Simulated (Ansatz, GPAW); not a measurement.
# One calculation of PbSe, 3 ways

```
Pb Se
1.0
     0.00000    3.06065    3.06065
     3.06065    0.00000    3.06065
     3.06065    3.06065    0.00000
Pb Se
1 1
Direct
  0.00000 0.00000 0.00000
  0.50000 0.50000 0.50000
```

Alike in all runs: task band structure; functional revPBE; k mesh 8 × 8 × 8; occupations fermi-dirac, width 0.05 eV; no spin polarisation; no spin-orbit coupling. Pressure is positive in compression and, in plane waves, holds the error of the finite cutoff, which Ansatz's Pulay term estimates and takes out. Gaps are the smaller of the mesh's and the band path's.

| program and potentials | plane-wave cutoff (eV) | notes | band gap (eV) | pressure (GPa) |
| --- | --- | --- | --- | --- |
| Ansatz, Ansatz PAW | 420 | potentials made for PBE, which Ansatz adapts in part; 15 valence electrons an atom on average | 0.35 | 3.72 |
| GPAW, the program's PAW data sets (release 1.2.1) made for this functional | 600 | 10 valence electrons an atom on average | 0.30 | 3.51 |
| Ansatz, all-electron LAPW, scalar-relativistic | - | - | 0.35 | 3.73 |

The band gap spans 0.30 (GPAW, the program's PAW data sets (release 1.2.1) made for this functional) to 0.35 eV (Ansatz, Ansatz PAW), with all-electron results at 0.35. The pressure spans 3.51 (GPAW, the program's PAW data sets (release 1.2.1) made for this functional) to 3.73 GPa (Ansatz, all-electron LAPW, scalar-relativistic), with all-electron results at 3.73. Some sets were made for another functional than the one run, which can shift their rows. Spin-orbit coupling, left out here, moves the band edges of heavy atoms.

Differences between rows come from potentials, basis sets and numerical settings, since the functional is the same but for its coding. Runs on potential files found faulty are left out.
